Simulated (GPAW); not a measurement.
Crystal: Ta4C3.

```xyz
7
Lattice="4.4453 0.0000 0.0000 0.0000 4.4453 0.0000 0.0000 0.0000 4.4453" Properties=species:S:1:pos:R:3 pbc="T T T"
Ta    0.0000    0.0000    0.0000
Ta    2.2226    2.2226    0.0000
Ta    2.2226    0.0000    2.2226
Ta    0.0000    2.2226    2.2226
C     0.0000    0.0000    2.2226
C     0.0000    2.2226    0.0000
C     2.2226    0.0000    0.0000
```

The cell comes from a database or a generator and needn't be the stable form of this composition.

Base run:

* Program: GPAW 26.7.0
* Functional: PBEsol
* Potentials or basis: PAW data sets generated in the run's folder for this functional
* Cutoff: 800 eV
* Basis: pw
* k mesh: 5 × 5 × 5
* Occupations: fermi-dirac, width 0.05 eV
* Spin: no spin polarisation

Its results: pressure -8.1 GPa.

Problem. The run is repeated on the same cell with these changes: functional from PBEsol to LDA; potentials or basis from PAW data sets generated in the run's folder for this functional to the program's PAW data sets (release 1.2.1) made for this functional. What comes out?

Solution. Pressure -14.4 GPa.

Not every run made on this cell is shown here.
